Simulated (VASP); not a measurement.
Mo:

```
CELL_PARAMETERS angstrom
-1.58381 1.58381 1.58381
1.58381 -1.58381 1.58381
1.58381 1.58381 -1.58381
ATOMIC_POSITIONS crystal
Mo 0.00000 0.00000 0.00000
```

```yaml
Program: VASP 6.6.1
Task: relaxation of cell and atoms
Functional: revPBE
Dispersion: D3(BJ)
Potentials_or_basis: VASP PAW PBE potentials, release 64 (Mo_sv)
Cutoff: 600 eV
k_mesh: 12 × 12 × 12
Occupations: fermi-dirac, width 0.05 eV
Spin: no spin polarisation
```

At the start: pressure -12.9 GPa; volume 15.89 Å³/atom.

Question: How do energy, volume and symmetry change on relaxing?

Answer: Over 4 steps the energy falls by 32.9 meV/atom and the volume is 15.12 Å³/atom (-4.8 %); space group Im-3m (No. 229, to 0.05 Å).

The path:
```csv
step,energy change (eV),largest force (eV/Å),pressure (GPa),volume (Å³)
1,0.0000,0.0000,-12.93,15.89
2,0.2691,0.0000,54.67,13.12
3,-0.0328,0.0000,-0.91,15.16
4,-0.0329,0.0000,-0.09,15.12
```

Final structure:
```
Mo
1.0
    -1.55778    1.55778    1.55778
     1.55778   -1.55778    1.55778
     1.55778    1.55778   -1.55778
Mo
1
Direct
  0.00000 0.00000 0.00000
```

Caveat: the PAW data sets were made with another functional, which shifts forces and pressure a little; pairwise dispersion overbinds metals, which lowers pressure and volume.
